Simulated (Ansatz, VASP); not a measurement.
**As in VASP and in Ansatz**

INCAR

```
SYSTEM = As
PREC     = Accurate       ! precision mode
ENCUT    = 600            ! plane-wave cutoff, eV
EDIFF    = 1E-6           ! SCF threshold, eV
ISMEAR   = -1             ! smearing method
SIGMA    = 0.05           ! smearing width, eV
LREAL    = .False.        ! projectors in reciprocal space
LASPH    = .True.         ! aspherical terms in the spheres
NELM     = 60             ! most SCF steps
ALGO     = Normal         ! electronic algorithm
ISIF     = 2              ! what is computed and relaxed
LWAVE    = .False.        ! write WAVECAR
LCHARG   = .False.        ! write CHGCAR
GGA      = PE             ! functional
```

Contents of KPOINTS:

```
regular mesh
0
Gamma
  10 10 10
  0 0 0
```

Contents of POSCAR:

```
As
1.0
    2.7036817444      0.0000000000      0.0000000000
    0.0000000000      2.7036817444      0.0000000000
    0.0000000000      0.0000000000      2.7036817444
As
1
Direct
    0.5000000000      0.5000000000      0.5000000000
```

File KPOINTS_OPT:

```
path GXMGRX,MR
10
line-mode
reciprocal
 0.0000000000  0.0000000000  0.0000000000  G
 0.0000000000  0.5000000000  0.0000000000  X

 0.0000000000  0.5000000000  0.0000000000  X
 0.5000000000  0.5000000000  0.0000000000  M

 0.5000000000  0.5000000000  0.0000000000  M
 0.0000000000  0.0000000000  0.0000000000  G

 0.0000000000  0.0000000000  0.0000000000  G
 0.5000000000  0.5000000000  0.5000000000  R

 0.5000000000  0.5000000000  0.5000000000  R
 0.0000000000  0.5000000000  0.0000000000  X

 0.5000000000  0.5000000000  0.0000000000  M
 0.5000000000  0.5000000000  0.5000000000  R
```

Contents of input.yaml:

```yaml
crystal:
  lattice:
    - [2.7036817444, 0.0, 0.0]
    - [0.0, 2.7036817444, 0.0]
    - [0.0, 0.0, 2.7036817444]
  atoms:
    - { symbol: As, position: [0.5, 0.5, 0.5] }
hamiltonian:
  xc: pbe
  pseudopotentials: { kind: paw }
kpoints:
  mp_grid: { grid: [10, 10, 10] }
  band_path:
    path:
      - [[0.0, 0.0, 0.0], [0.0, 0.5, 0.0], [0.5, 0.5, 0.0], [0.0, 0.0, 0.0], [0.5, 0.5, 0.5], [0.0, 0.5, 0.0]]
      - [[0.5, 0.5, 0.0], [0.5, 0.5, 0.5]]
    npoints: 14
scf:
  occupations: { method: fermi_dirac, width: 0.05 }
  n_extra_bands: 6
output:
  forces: true
  stress: true
  eigenvalues: true
  fatbands: false
  write_density: true
  write_potential: true
  elf: true
  volumetric_format: npy
```

This isn't the form of As at room conditions, which is rhombohedral.

Alike in both runs: task band structure; functional PBE; k mesh 10 × 10 × 10; occupations fermi-dirac, width 0.05 eV; no spin polarisation.

|  | VASP | Ansatz |
| --- | --- | --- |
| version | VASP 6.6.1 | Ansatz 0.2.0 |
| potentials or method | VASP PAW PBE potentials, release 64 (As) | Ansatz PAW |
| plane-wave cutoff (eV) | 600 | 420 |
| valence electrons in the cell | 5 | 15 |

|  | VASP | Ansatz | Ansatz less VASP |
| --- | --- | --- | --- |
| gap on the k mesh at the Fermi level (eV) | none | none | - |
| pressure (GPa) | 2.4 | 2.2 | -0.20 |

A gap of «none» marks a metal or a gap that the smearing closes. The functional is the same, so the differences come from potentials, cutoffs and numerics. The two sets of potentials don't hold the same shells in valence.
